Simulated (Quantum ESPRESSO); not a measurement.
## Pb: phonon spectrum and thermodynamics under several settings

```
CELL_PARAMETERS angstrom
0.00000 2.47502 2.47502
2.47502 0.00000 2.47502
2.47502 2.47502 0.00000
ATOMIC_POSITIONS crystal
Pb 0.00000 0.00000 0.00000
```

All runs used Quantum ESPRESSO 7.5; k mesh 10 × 10 × 10; relaxed cell; no spin polarisation; cutoff 762 eV; occupations cold, width 0.2 eV; q mesh 2 × 2 × 2.

| level | potentials | volume (Å³/atom) | highest frequency (cm⁻¹) | zero-point energy (meV/atom) | entropy at room temperature (k_B/atom) |
| --- | --- | --- | --- | --- | --- |
| LDA | PseudoDojo 0.4.1 SR LDA standard | 28.89 | 79 | 9.1 | 7.51 |
| PBE | PseudoDojo 0.4.1 SR PBE standard | 31.78 | 66 | 7.6 | 8.02 |
| PBEsol | PseudoDojo 0.4.1 SR PBEsol standard | ? | ? | ? | ? |

What stands in the row left open?

Volume 29.85 Å³/atom; highest frequency 76 cm⁻¹; zero-point energy 8.8 meV/atom; entropy at room temperature 7.58 k_B/atom.

For the row left open. Caveat: the q mesh is small, so phonon branches between its points and thermal values are rough.
